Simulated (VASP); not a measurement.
Wanted: the native input for a VASP 6.6.1 run.

```
Task                   : relaxation of cell and atoms
Functional             : RPBE
Dispersion             : D3
Potentials or basis    : VASP PAW PBE potentials, release 64 (Hf_pv, O)
Cutoff                 : 600 eV
k mesh                 : 6 × 6 × 8
Occupations            : fermi-dirac, width 0.05 eV
Spin                   : no spin polarisation
Further INCAR settings : ALGO = Normal; EDIFF = 1e-06; IBRION = 2; EDIFFG = -0.02; NSW = 40; ISIF = 3
```

The structure of HfO2 lies in POSCAR:

```
HfO2
1.0
    4.8135329900      0.0000000000      0.0000000000
    0.0000000000      4.8135329900      0.0000000000
    0.0000000000      0.0000000000      3.2054154100
Hf O
2 4
Direct
    0.5000000000      0.5000000000      0.5000000000
    0.0000000000      0.0000000000      0.0000000000
    0.8050448800      0.1949551200      0.5000000000
    0.6949551200      0.6949551200      0.0000000000
    0.3050448800      0.3050448800      0.0000000000
    0.1949551200      0.8050448800      0.5000000000
```

Measurements of this composition are mostly on another form, of space group No. 14.

One way to write it, as run:

INCAR

```
PREC = Accurate ; ENCUT = 600
EDIFF = 1E-6 ; ISMEAR = -1
SIGMA = 0.05 ; LREAL = False
LASPH = True ; NELM = 60
ALGO = Normal ; ISIF = 3
LWAVE = False ; LCHARG = False
GGA = RP ; IVDW = 11
IBRION = 2 ; NSW = 40
EDIFFG = -0.02
```

KPOINTS

```
Automatic mesh
0
Gamma
  6 6 8
```

Potentials or basis: VASP PAW PBE potentials, release 64 (Hf_pv, O).

The run is started by

```console
$ cat potpaw_PBE.64/Hf_pv/POTCAR potpaw_PBE.64/O/POTCAR > POTCAR
$ mpirun -np 1 vasp_std > vasp.out
```

It gave:

```
Relaxed volume                         : 12.69 Å³/atom
Relaxed cell                           : a = 4.859 Å, b = 4.859 Å, c = 3.225 Å, α = 90.00°, β = 90.00°, γ = 90.00°
Space group after relaxing (to 0.05 Å) : P4_2/mnm (No. 136)
Energy gained by relaxing              : 5.4 meV/atom
Ionic steps                            : 5
Pressure after relaxing                : 0.1 GPa
Largest force after relaxing           : 0.014 eV/Å
Band gap on the k mesh                 : 3.98 eV, direct
Dispersion energy per atom             : -0.249 eV
```

Caveat: the PAW data sets were made with another functional, which shifts forces and pressure a little; spin-orbit coupling is left out, which moves the levels of the heavy elements.

Wall time 4 min on 1 thread of AMD EPYC 9R14 (Zen 4), on a shared host, peak memory 0.26 GiB.
